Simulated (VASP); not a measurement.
# Ga (Cmcm) in VASP: notebook

The runs below take Ga through single point, with PBE.

Everything below comes from runs of VASP 6.6.1. Logs are shortened: lines on timing, memory, paths and dates and some standing lists are left out, and cuts for length are marked.

## (1) Starting point

It takes space group Cmcm (No. 63, orthorhombic). Conventional cell: a = 2.803 Å, b = 8.075 Å, c = 3.383 Å, α = 90.00°, β = 90.00°, γ = 90.00°. Ga (site symmetry m2m) is surrounded by 8 Ga at 2.75 to 2.89 Å.

This isn't the form of Ga at room conditions, which is orthorhombic.

## (2) Single point, PBE

INCAR reads:

```
SYSTEM = Ga
PREC = Accurate ; ENCUT = 520
EDIFF = 1E-6 ; ISMEAR = 0
SIGMA = 0.1 ; LREAL = .FALSE.
LASPH = .TRUE. ; NELM = 100
ALGO = Fast ; ISIF = 2
LWAVE = .FALSE. ; LCHARG = .TRUE.
GGA = PE ; LELF = .TRUE.
LVHAR = .TRUE. ; NBANDS = 20
```

KPOINTS reads:

```
Automatic mesh
0
G
  16 16 14
  0 0 0
```

POSCAR reads:

```
Ga
1.0
    1.4016155221     -4.0376642742      0.0000000000
    1.4016155221      4.0376642742      0.0000000000
    0.0000000000      0.0000000000      3.3826703532
Ga
2
Direct
    0.8659738062      0.1340261938      0.2500000000
    0.1340261938      0.8659738062      0.7500000000
```

Potentials or basis: VASP PAW PBE potentials, release 64 (Ga_d).

Launch:

```sh
$ cat potpaw_PBE.64/Ga_d/POTCAR > POTCAR
$ mpirun -np 1 vasp_std > vasp.out
```

OUTCAR:

```text
SYSTEM = Ga
   PREC = Accurate
   ENCUT = 520
   EDIFF = 1E-6
   ISMEAR = 0
   LREAL = .FALSE.
   LASPH = .TRUE.
   NELM = 100
   ISIF = 2
   GGA = PE

 ion  position               nearest neighbor table
   1  0.866  0.134  0.250-   2 2.75   2 2.75   2 2.89   2 2.89   2 2.89   2 2.89
   2  0.134  0.866  0.750-   1 2.75   1 2.75   1 2.89   1 2.89   1 2.89   1 2.89

  LATTYP: Found a base centered orthorhombic cell.
 ALAT       =     2.8032310442
 B/A-ratio  =     2.8807217176
 C/A-ratio  =     1.2067040853

  Lattice vectors:

 A1 = (   1.4016155221,  -4.0376642742,   0.0000000000)
 A2 = (   1.4016155221,   4.0376642742,   0.0000000000)
 A3 = (   0.0000000000,   0.0000000000,   3.3826703532)

Analysis of symmetry for initial positions (statically):
=====================================================================
 Subroutine PRICEL returns:
 Original cell was already a primitive cell.

 Routine SETGRP: Setting up the symmetry group for a
 base centered orthorhombic supercell.

 Subroutine GETGRP returns: Found  8 space group operations
 (whereof  4 operations were pure point group operations)
 out of a pool of  8 trial point group operations.

The static configuration has the point symmetry C_2h.
 The point group associated with its full space group is D_2h.

Analysis of symmetry for dynamics (positions and initial velocities):
=====================================================================
 Subroutine PRICEL returns:
 Original cell was already a primitive cell.

 Routine SETGRP: Setting up the symmetry group for a
 base centered orthorhombic supercell.

 Subroutine GETGRP returns: Found  8 space group operations
 (whereof  4 operations were pure point group operations)
 out of a pool of  8 trial point group operations.

The dynamic configuration has the point symmetry C_2h.
 The point group associated with its full space group is D_2h.

 Subroutine INISYM returns: Found  8 space group operations
 (whereof  4 operations are pure point group operations),
 and found     1 'primitive' translations

----------------------------------------------------------------------------------------

                                     Primitive cell

  volume of cell :      38.2868

  direct lattice vectors                    reciprocal lattice vectors
     1.401615522 -4.037664274  0.000000000     0.356731209 -0.123833971  0.000000000
     1.401615522  4.037664274  0.000000000     0.356731209  0.123833971  0.000000000
     0.000000000  0.000000000  3.382670353     0.000000000  0.000000000  0.295624431

  length of vectors
     4.274021392  4.274021392  3.382670353     0.377613570  0.377613570  0.295624431
[... 69 lines left out ...]
   NGX,Y,Z   is equivalent  to a cutoff of  12.45, 12.45, 13.76 a.u.
   NGXF,Y,Z  is equivalent  to a cutoff of  24.89, 24.89, 27.52 a.u.
 SYSTEM =  Ga
   PREC   = accura    normal or accurate (medium, high low for compatibility)
   ISTART =      0    job   : 0-new  1-cont  2-samecut
   ICHARG =      2    charge: 1-file 2-atom 10-const
   ISPIN  =      1    spin polarized calculation?
   LNONCOLLINEAR =      F non collinear calculations
   LSORBIT =      F    spin-orbit coupling
   LASPH  =      T    aspherical Exc in radial PAW
   ENCUT  =  520.0 eV  38.22 Ry    6.18 a.u.   7.95  7.95  6.29*2*pi/ulx,y,z
   NELM   =    100;   NELMIN=  2; NELMDL= -5     # of ELM steps
   EDIFF  = 0.1E-05   stopping-criterion for ELM
[... 8 lines left out ...]
   TEBEG  =    0.0;   TEEND  =   0.0 temperature during run
   PSTRESS=    0.0 pullay stress
   NELECT =      26.0000    total number of electrons
   NUPDOWN=      -1.0000    fix difference up-down
   EMIN   =  10.00;   EMAX   =-10.00  energy-range for DOS
   EFERMI =   0.00;   METHOD = LEGACY
   ISMEAR =     0;   SIGMA  =   0.10  broadening in eV -4-tet -1-fermi 0-gaus
   EFERMI_NEDOS =   21; number of points for ismear=-14 and -15
   IALGO  =     68    algorithm
   IMIX   =      4    mixing-type and parameters
     AMIX     =   0.40;   BMIX     =  1.00
     AMIX_MAG =   1.60;   BMIX_MAG =  1.00
  volume/ion in A,a.u.               =      19.14       129.19
  Fermi-wavevector in a.u.,A,eV,Ry     =   1.438963  2.719246 28.172429  2.070615
  Thomas-Fermi vector in A             =   2.557872
   LORBIT       =      0    0 simple, 1 ext, 2 COOP (PROOUT), +10 PAW based schemes
   GGA     = PE    functional components
   LHFCALC =     F    Hartree Fock is set to
   AEXX    =    0.0000 exact exchange contribution
   IVDW    =     0    specifies the selected vdW correction
   LEPSILON=     F    determine dielectric tensor
   LRPA    =     F    only Hartree local field effects (RPA)
 non-spin polarized calculation
 RMM-DIIS sequential band-by-band and
 Gauss-broadening in eV      SIGMA  =   0.10
  energy-cutoff  :      520.00
  volume of cell :       38.29
 maximum number of plane-waves:      1051
   NGX = 15   NGY = 15   NGZ = 13

 number of electron      26.0000008 magnetization

 Free energy of the ion-electron system (eV)
  ---------------------------------------------------
  ext. energy  EPLUGINS =         0.00000000
  ---------------------------------------------------
  free energy    TOTEN  =        -5.78568288 eV

  energy without entropy =       -5.78189271  energy(sigma->0) =       -5.78378780

 E-fermi :   5.4237     XC(G=0): -10.8970

 val. band max:        5.4183281577   @ k =   0.2500   0.1250   0.2143
 cond. band min:       5.4270873913   @ k =  -0.1250   0.1250   0.0714
 fundamental gap:      0.0087592336
 Fermi energy:         5.4236989148

 k-point     1 :       0.0000    0.0000    0.0000
  band No.  band energies     occupation
      1      -9.7514      2.00000
      2      -9.7481      2.00000
      3      -9.6996      2.00000
      4      -9.6918      2.00000
      5      -9.4514      2.00000
      6      -9.4481      2.00000
[... 541 lines left out ...]
     19      15.8837      0.00000
     20      17.6613      0.00000

 [... further k-points ...]
[... 5 lines left out ...]
  --------------------------------------------------------------------------------------
  -------------------------------------------------------------------------------------
  Total        0.0566621      0.0500655      0.0434276      0.0000000     -0.0000000      0.0000000
  in kB        2.3711237      2.0950773      1.8173050      0.0000000     -0.0000000      0.0000000
  external PRESSURE =       2.0945020 kB  Pullay stress =       0.0000000 kB

 VOLUME and BASIS-vectors are now :
 -----------------------------------------------------------------------------
  energy-cutoff  :      520.00
  volume of cell :       38.29
      direct lattice vectors                 reciprocal lattice vectors
     1.401615522 -4.037664274  0.000000000     0.356731209 -0.123833971  0.000000000
     1.401615522  4.037664274  0.000000000     0.356731209  0.123833971  0.000000000
     0.000000000  0.000000000  3.382670353     0.000000000  0.000000000  0.295624431

 POSITION                                       TOTAL-FORCE (eV/Angst)
 -----------------------------------------------------------------------------------
      1.40162     -2.95536      0.84567         0.000000      0.001292      0.000000
      1.40162      2.95536      2.53700         0.000000     -0.001292     -0.000000
 -----------------------------------------------------------------------------------
    total drift:                                0.000000      0.000000     -0.000000

  FREE ENERGIE OF THE ION-ELECTRON SYSTEM (eV)
  ---------------------------------------------------
  free  energy   TOTEN  =        -5.7856828847 eV

  energy  without entropy=       -5.7818927068  energy(sigma->0) =       -5.78378780
```

OSZICAR:

```text
N       E                     dE             d eps       ncg     rms          rms(c)
DAV:   1     0.131682004095E+03    0.13168E+03   -0.13246E+04 24524   0.245E+03
DAV:   2     0.565923982063E+01   -0.12602E+03   -0.12299E+03 24148   0.384E+02
DAV:   3    -0.566072378128E+01   -0.11320E+02   -0.11264E+02 26348   0.944E+01
DAV:   4    -0.583196692653E+01   -0.17124E+00   -0.17115E+00 26904   0.128E+01
DAV:   5    -0.583487131201E+01   -0.29044E-02   -0.29043E-02 26580   0.164E+00    0.135E+00
RMM:   6    -0.579353990445E+01    0.41331E-01   -0.76303E-02 31834   0.330E+00    0.711E-01
RMM:   7    -0.578640786024E+01    0.71320E-02   -0.24696E-02 32987   0.149E+00    0.195E-01
RMM:   8    -0.578562574750E+01    0.78211E-03   -0.23117E-03 33076   0.547E-01    0.233E-02
RMM:   9    -0.578567450035E+01   -0.48753E-04   -0.46155E-04 37589   0.244E-01    0.125E-02
RMM:  10    -0.578568118421E+01   -0.66839E-05   -0.96114E-05 35091   0.978E-02    0.337E-03
RMM:  11    -0.578568311080E+01   -0.19266E-05   -0.18728E-05 30785   0.386E-02    0.198E-03
RMM:  12    -0.578568288468E+01    0.22613E-06   -0.36610E-06 20431   0.225E-02
   1 F= -.57856829E+01 E0= -.57837878E+01  d E =-.379018E-02
```

stdout:

```text
POSCAR found type information on POSCAR Ga
 POSCAR found :  1 types and       2 ions
 scaLAPACK will be used
 LDA part: xc-table for (Slater+PW92), standard interpolation
 POSCAR, INCAR and KPOINTS ok, starting setup
 FFT: planning ... GRIDC
 FFT: planning ... GRID_SOFT
 FFT: planning ... GRID
 WAVECAR not read
 entering main loop
WARNING in EDDRMM: call to ZHEGV failed, returncode =   8  4     17
WARNING in EDDRMM: call to ZHEGV failed, returncode =   8  4     15
WARNING in EDDRMM: call to ZHEGV failed, returncode =   8  4     19
WARNING in EDDRMM: call to ZHEGV failed, returncode =   6  3     19
```

Run time: 5.4 min. Hardware: 1 thread of Intel Xeon Platinum 8488C (Sapphire Rapids), shared host; peak memory 0.45 GiB.

Results:

- Free energy: -5.7857 eV
- Pressure: 0.2 GPa
- Band gap on the k mesh: none (metal or under the smearing width)

## (3) Single point, PBE ((0 0 1) slab cut from the bulk)

INCAR reads:

```
SYSTEM = Ga
  PREC = Accurate
  ENCUT = 520
  EDIFF = 1E-6
  ISMEAR = 0
  SIGMA = 0.1
  LREAL = .FALSE.
  LASPH = .TRUE.
  NELM = 100
  ALGO = Fast
  ISIF = 2
  LWAVE = .FALSE.
  LCHARG = .TRUE.
  LDIPOL = .TRUE.
  IDIPOL = 3
  DIPOL = 0.5 0.5 0.500
  GGA = PE
  LELF = .TRUE.
  LVHAR = .TRUE.
  LVACPOTAV = .TRUE.
  NBANDS = 62
  ISYM = 0
```

KPOINTS reads:

```
regular mesh
0
G
  13 9 1
  0 0 0
```

POSCAR reads:

```
Ga
1.0
    2.8032310441      0.0000000000      0.0000000000
   -1.4016155221      4.0376642742      0.0000000000
    0.0000000000      0.0000000000     26.8393462362
Ga
8
Direct
    0.1340261938      0.2680523875      0.2794404876
    0.8659738062      0.7319476125      0.3424574912
    0.1340261938      0.2680523875      0.4054744947
    0.8659738062      0.7319476125      0.4684914982
    0.1340261938      0.2680523875      0.5315085018
    0.8659738062      0.7319476125      0.5945255053
    0.1340261938      0.2680523875      0.6575425088
    0.8659738062      0.7319476125      0.7205595124
```

Potentials or basis: VASP PAW PBE potentials, release 64 (Ga_d).

Launch:

```sh
$ cat potpaw_PBE.64/Ga_d/POTCAR > POTCAR
$ mpirun -np 1 vasp_std > vasp.out
```

Wall time 15 min (1 thread of Intel Xeon 6975P-C (Granite Rapids), shared host); peak memory 0.86 GiB.

The run converged. Its results:

- Free energy: -22.4354 eV
- Largest force: 0.282 eV/Å
- Band gap on the k mesh: none (metal or under the smearing width)
- Work function of the upper face: 3.83 eV
- Work function of the lower face: 3.83 eV

Forces in eV/Å, atoms in the order of the input:
```
Ga   0.002 -0.006  0.282
Ga  -0.001  0.015  0.001
Ga   0.002  0.011 -0.193
Ga  -0.005 -0.046 -0.088
Ga   0.005  0.046  0.088
Ga  -0.002 -0.011  0.193
Ga   0.001 -0.015 -0.001
Ga  -0.002  0.006 -0.282
```

Levels at points of the mesh, in eV from the Fermi level:
```tsv
k point	band 48	band 49	band 50	band 51	band 52	band 53	band 54	band 55	band 56	band 57
(0.00, 0.00, 0.00)	-2.06	-1.71	-1.09	-0.12	0.16	0.33	0.86	1.07	1.23	2.18
```
